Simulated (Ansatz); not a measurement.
A crystal relaxed with r2SCAN in the plane-wave code Ansatz has space group P-1 (No. 2) and a = 4.653 Å, b = 5.254 Å, c = 5.384 Å, α = 103.1°, β = 100.8°, γ = 94.6°.

```
atom  site       x       y       z
  Xx    2i  0.5491  0.3045  0.7086
  Si    2i  0.0765  0.8148  0.8087
   O    2i  0.2962  0.5774  0.8814
   O    2i  0.7759  0.6207  0.6248
   O    2i  0.6998  0.0631  0.3584
   O    2i  0.1027  0.8937  0.1409
```

With r2SCAN the valence top lies at Γ and the conduction bottom at k = (0.438, -0.198, 0.479), 5.19 eV higher; the smallest vertical gap, at U₂, is 5.33 eV. HSE06 gives an indirect gap of 6.38 eV, from Γ to k = (0.438, -0.198, 0.479); the least direct gap is 6.55 eV at U₂. Meshes: r2SCAN 6×6×6, HSE06 4×4×4. r2SCAN's ε∞ is a tensor with principal values 3.5, 3.8, 4.0.

Task: Which element is Xx?
A. Zr
B. Hf
C. Sn
D. Ti

Result: B. Xx is Hf: a 12-atom cell of HfSiO4 built on monoclinic HfO2 (relaxed group P-1). Around Hf lie 7 O at 2.08–2.28 Å; around Si lie 5 O at 1.66–1.79 Å; around O lie 1 Si at 1.74 Å and 2 Hf at 2.09–2.12 Å; around O lie 1 Si at 1.66 Å and 2 Hf at 2.08–2.25 Å; around O lie 1 Si at 1.68 Å and 2 Hf at 2.09–2.28 Å; around O lie 2 Si at 1.72–1.79 Å and 1 Hf at 2.13 Å.

Spin-unpolarised throughout. Whether this structure exists isn't addressed.

Spin-orbit coupling is left out, which matters wherever the heavy atoms make up the band edges.

Where an edge lies off the special points, it is a point of the mesh or the k point where a search put PBE's edge or least direct gap, reused for the other functionals, whose own edges may lie a little apart.

Coordinates of k points refer to the reciprocal vectors of the primitive cell of the runs.

The meshes of the hybrids are coarse, so their gaps aren't converged to the digits shown.

For a response run the program warns that the ground state's bands aren't all converged, so ε∞ carries an extra error.
